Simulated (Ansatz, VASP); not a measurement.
# Two plane-wave programs on V

```xyz
1
Lattice="2.4424 0.0000 0.0000 0.0000 2.4424 0.0000 0.0000 0.0000 2.4424" Properties=species:S:1:pos:R:3 pbc="T T T"
V     0.0000    0.0000    0.0000
```

Alike in both runs: task single point; functional PBEsol; k mesh 15 × 15 × 15; occupations fermi-dirac, width 0.1 eV; no spin polarisation.

|  | VASP | Ansatz |
| --- | --- | --- |
| version | VASP 6.6.1 | Ansatz 0.2.0 |
| potentials or method | VASP PAW PBE potentials, release 64 (V_sv) | plane waves (420 eV) with PAW, scalar-relativistic |
| plane-wave cutoff (eV) | 520 | 420 |
| valence electrons in the cell | 13 | 13 |

VASP gave:

* pressure (GPa): -4.4

**Question.** What did Ansatz give for the same quantities?

**Answer.** Pressure (GPa): -4.7.

Ansatz warned: «pseudo_functional_mismatch».

Caveats: the PAW data sets were made with another functional, which shifts forces and pressure a little (VASP).
